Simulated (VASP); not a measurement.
A run of VASP 6.6.1 is set up as follows.

File POSCAR:

```
PbO2
1.0
    4.9949598700      0.0000000000      0.0000000000
    0.0000000000      4.9949598700      0.0000000000
    0.0000000000      0.0000000000      3.4090009600
Pb O
2 4
Direct
    0.5000000000      0.5000000000      0.5000000000
    0.0000000000      0.0000000000      0.0000000000
    0.6925710400      0.6925710400      0.0000000000
    0.8074289600      0.1925710400      0.5000000000
    0.1925710400      0.8074289600      0.5000000000
    0.3074289600      0.3074289600      0.0000000000
```

The input INCAR.step1:

```
PREC     = Accurate       # precision mode
ENCUT    = 520            # plane-wave cutoff, eV
EDIFF    = 1E-5           # SCF threshold, eV
ISMEAR   = 0              # smearing method
SIGMA    = 0.02           # smearing width, eV
LREAL    = F              # projectors in reciprocal space
LASPH    = T              # aspherical terms in the spheres
NELM     = 60             # most SCF steps
ALGO     = Normal         # electronic algorithm
ISIF     = 2              # what is computed and relaxed
LWAVE    = T              # write WAVECAR
LCHARG   = F              # write CHGCAR
GGA      = PE             # functional
KPAR     = 4
```

The input INCAR.step2:

```
PREC     = Accurate       # precision mode
ENCUT    = 520            # plane-wave cutoff, eV
EDIFF    = 1E-6           # SCF threshold, eV
ISMEAR   = 0              # smearing method
SIGMA    = 0.02           # smearing width, eV
LREAL    = F              # projectors in reciprocal space
LASPH    = T              # aspherical terms in the spheres
NELM     = 60             # most SCF steps
ALGO     = Normal         # electronic algorithm
ISIF     = 2              # what is computed and relaxed
LWAVE    = F              # write WAVECAR
LCHARG   = F              # write CHGCAR
GGA      = PE             # functional
LHFCALC  = T              # exact exchange
HFSCREEN = 0.2            # screening, 1/A
PRECFOCK = Fast         
ISTART   = 1            
KPAR     = 4
```

KPOINTS

```
regular mesh
0
Gamma
  4 4 6
```

KPOINTS_OPT

```
path GXMGZRAZ,XR,MA
10
line-mode
reciprocal
 0.0000000000  0.0000000000  0.0000000000  G
 0.0000000000  0.5000000000  0.0000000000  X

 0.0000000000  0.5000000000  0.0000000000  X
 0.5000000000  0.5000000000  0.0000000000  M

 0.5000000000  0.5000000000  0.0000000000  M
 0.0000000000  0.0000000000  0.0000000000  G

 0.0000000000  0.0000000000  0.0000000000  G
 0.0000000000  0.0000000000  0.5000000000  Z

 0.0000000000  0.0000000000  0.5000000000  Z
 0.0000000000  0.5000000000  0.5000000000  R

 0.0000000000  0.5000000000  0.5000000000  R
 0.5000000000  0.5000000000  0.5000000000  A

 0.5000000000  0.5000000000  0.5000000000  A
 0.0000000000  0.0000000000  0.5000000000  Z

 0.0000000000  0.5000000000  0.0000000000  X
 0.0000000000  0.5000000000  0.5000000000  R

 0.5000000000  0.5000000000  0.0000000000  M
 0.5000000000  0.5000000000  0.5000000000  A
```

Potentials or basis: VASP PAW PBE potentials, release 64 (Pb_d, O).

Launch:

```sh
$ cat potpaw_PBE.64/Pb_d/POTCAR potpaw_PBE.64/O/POTCAR > POTCAR
$ cp INCAR.step1 INCAR
$ mpirun -np 4 vasp_std > vasp.out
$ cp INCAR.step2 INCAR
$ mpirun -np 4 vasp_std > vasp.out
```

Question: Estimate the band gap along the path.

Answer: None (metal or under the smearing width).

Question: Estimate the largest force.

Answer: 0.047 eV/Å.

Question: What does it give for the pressure?

Answer: -3.3 GPa.

Stress tensor (GPa, compression positive):
```
-2.76  0.00  0.00
 0.00 -2.76  0.00
 0.00  0.00 -4.34
```

Caveat: the PAW data sets were made with another functional, which shifts forces and pressure a little; spin-orbit coupling is left out, which moves the levels of the heavy elements.
